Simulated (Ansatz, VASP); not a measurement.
**NaF in VASP and in Ansatz**

```xyz
2
Lattice="0.0000 2.2972 2.2446 2.2972 0.0000 2.2446 2.2972 2.2972 0.0000" Properties=species:S:1:pos:R:3 pbc="T T T"
Na    0.0000    0.0000    0.0000
F     2.2972    2.2972    2.2446
```

Change from the starting cell: uniaxial_z strain -2.3%.

Alike in both runs: task single point; functional PBE; k mesh 10 × 10 × 10; occupations fermi-dirac, width 0.02 eV; no spin polarisation.

|  | VASP | Ansatz |
| --- | --- | --- |
| version | VASP 6.6.1 | Ansatz 0.2.0 |
| potentials or method | VASP PAW PBE potentials, release 64 (Na_pv, F) | plane waves, PAW |
| plane-wave cutoff (eV) | 520 | 420 |
| valence electrons in the cell | 14 | 16 |

|  | VASP | Ansatz | Ansatz less VASP |
| --- | --- | --- | --- |
| gap on the k mesh at the Fermi level (eV) | 6.57 | 6.59 | +0.018 |
| pressure (GPa) | 5.1 | 5.2 | +0.08 |
| largest component of the traceless stress (GPa) | 1.85 | 1.79 | -0.062 |

With one functional, cell and mesh, what is left measures potentials, basis and numerics. The two sets of potentials don't hold the same shells in valence.

A k mesh can miss the band edges.
